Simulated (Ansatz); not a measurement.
## Ionic part of the dielectric constant of BN at 2 GPa, mode by mode

Theory: DFT LDA, scalar-relativistic, plane waves, PAW in Ansatz 0.2.0. Settings: 420 eV plane-wave cutoff, Γ-centred 12×12×12 mesh, fixed occupations. No spin polarisation. Phonons by linear response, acoustic sum rule imposed.

Symmetry: R3m, No. 160, trigonal system. The conventional cell has a = 2.485 Å, b = 2.485 Å, c = 9.209 Å, α = 90.00°, β = 90.00°, γ = 120.00°. B (site symmetry 3m) has 3 N at 1.43 Å as nearest neighbours. N (site symmetry 3m) has 3 B at 1.43 Å as nearest neighbours.

The crystal is built of layers and no dispersion correction was added, so the binding between them is poorly described, and with it their spacing and whatever depends on it.

The primitive cell has V = 16.41 Å³ and ε∞,yy = 5.120. Each polar mode adds Δε = (4.92064×10⁷/V)·S/ν² along y, with S its oscillator strength in e²/amu, ν in cm⁻¹ and V in Å³.

Task: From these modes, find each Δε and ε0,yy.
```json
{"ν (cm⁻¹)": "1395.7", "S_yy (e²/amu)": "1.183"}
```

Result:
| ν (cm⁻¹) | Δε |
| --- | --- |
| 1395.7 | 1.82 |

The sum is 1.820, so ε0,yy = 6.94; the run's tensor has 6.94.

Task: Where do the longitudinal modes lie for a wave vector along y?

Result: At 1625 cm⁻¹. The Lyddane–Sachs–Teller product Π(ν_LO/ν_TO)² = 1.36 matches ε0/ε∞ = 1.36.

This form isn't the usual stable structure of the compound at low pressure.

Cost: 1 run of about 0.38 core-minutes, on Intel Xeon 6975P-C (Granite Rapids) (shared hosts).